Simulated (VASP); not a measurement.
Here is a VASP 6.6.1 calculation.

INCAR

```
PREC = Accurate ; ENCUT = 520
EDIFF = 1E-7 ; ISMEAR = 1
SIGMA = 0.1 ; LREAL = False
LASPH = True ; NELM = 80
ALGO = Normal ; ISIF = 2
LWAVE = False ; LCHARG = False
LMAXMIX = 4 ; GGA = PE
IVDW = 12 ; NBANDS = 10
ICORELEVEL = 1
```

File KPOINTS:

```
regular mesh
0
Gamma
  16 16 16
```

POSCAR

```
Ir                                      
1.0
    0.0000000000      1.9219607550      1.9219607550
    1.9219607550      0.0000000000      1.9219607550
    1.9219607550      1.9219607550      0.0000000000
  Ir            
     1
Direct
     0.0000000000000000    0.0000000000000000    0.0000000000000000
```

The input KPOINTS_OPT:

```
explicit points
156
Reciprocal
 0.0000000000  0.0000000000  0.0000000000 1
 0.0357142857  0.0000000000  0.0357142857 1
 0.0714285714  0.0000000000  0.0714285714 1
 0.1071428571  0.0000000000  0.1071428571 1
 0.1428571429  0.0000000000  0.1428571429 1
 0.1785714286  0.0000000000  0.1785714286 1
[... 148 lines left out ...]
 0.5000000000  0.2500000000  0.7500000000 1
 0.5000000000  0.0000000000  0.5000000000 1
```

Potentials or basis: VASP PAW PBE potentials, release 64 (Ir).

Launch:

```console
$ cat potpaw_PBE.64/Ir/POTCAR > POTCAR
$ mpirun -np 1 vasp_std > vasp.out
```

Q: What does it give for the dispersion energy per atom?

A: -0.732 eV.

Q: Predict the band gap along the path.

A: None (metal or under the smearing width).

Q: Predict the pressure.

A: -0.1 GPa.

Levels at the corners of the path, in eV from the Fermi level:
| point | band 1 | band 2 | band 3 | band 4 | band 5 | band 6 | band 7 | band 8 |
| --- | --- | --- | --- | --- | --- | --- | --- | --- |
| Γ | -11.08 | -3.86 | -3.86 | -3.86 | -1.18 | -1.18 | 14.33 | 19.90 |
| X | -7.86 | -7.29 | 0.87 | 1.48 | 1.48 | 1.70 | 10.47 | 11.70 |
| X | -7.86 | -7.29 | 0.87 | 1.48 | 1.48 | 1.70 | 10.47 | 11.70 |
| W | -6.22 | -4.84 | -4.84 | -1.78 | 1.48 | 8.19 | 9.05 | 9.05 |
| W | -6.22 | -4.84 | -4.84 | -1.78 | 1.48 | 8.19 | 9.05 | 9.05 |
| K | -6.90 | -5.95 | -2.87 | -0.87 | 0.62 | 6.34 | 7.68 | 11.43 |
| K | -6.90 | -5.95 | -2.87 | -0.87 | 0.62 | 6.34 | 7.68 | 11.43 |
| Γ | -11.08 | -3.86 | -3.86 | -3.86 | -1.18 | -1.18 | 14.33 | 19.90 |
| Γ | -11.08 | -3.86 | -3.86 | -3.86 | -1.18 | -1.18 | 14.33 | 19.90 |
| L | -8.06 | -3.96 | -3.96 | -0.75 | 0.90 | 0.90 | 7.24 | 13.88 |
| L | -8.06 | -3.96 | -3.96 | -0.75 | 0.90 | 0.90 | 7.24 | 13.88 |
| U | -6.90 | -5.95 | -2.87 | -0.87 | 0.62 | 6.34 | 7.68 | 11.43 |
| U | -6.90 | -5.95 | -2.87 | -0.87 | 0.62 | 6.34 | 7.68 | 11.43 |
| W | -6.22 | -4.84 | -4.84 | -1.78 | 1.48 | 8.19 | 9.05 | 9.05 |
| W | -6.22 | -4.84 | -4.84 | -1.78 | 1.48 | 8.19 | 9.05 | 9.05 |
| L | -8.06 | -3.96 | -3.96 | -0.75 | 0.90 | 0.90 | 7.24 | 13.88 |
| L | -8.06 | -3.96 | -3.96 | -0.75 | 0.90 | 0.90 | 7.24 | 13.88 |
| K | -6.90 | -5.95 | -2.87 | -0.87 | 0.62 | 6.34 | 7.68 | 11.43 |
| U | -6.90 | -5.95 | -2.87 | -0.87 | 0.62 | 6.34 | 7.68 | 11.43 |
| X | -7.86 | -7.29 | 0.87 | 1.48 | 1.48 | 1.70 | 10.47 | 11.70 |

Caveat: spin-orbit coupling is left out, which moves the levels of the heavy elements; pairwise dispersion overbinds metals, which lowers pressure and volume.
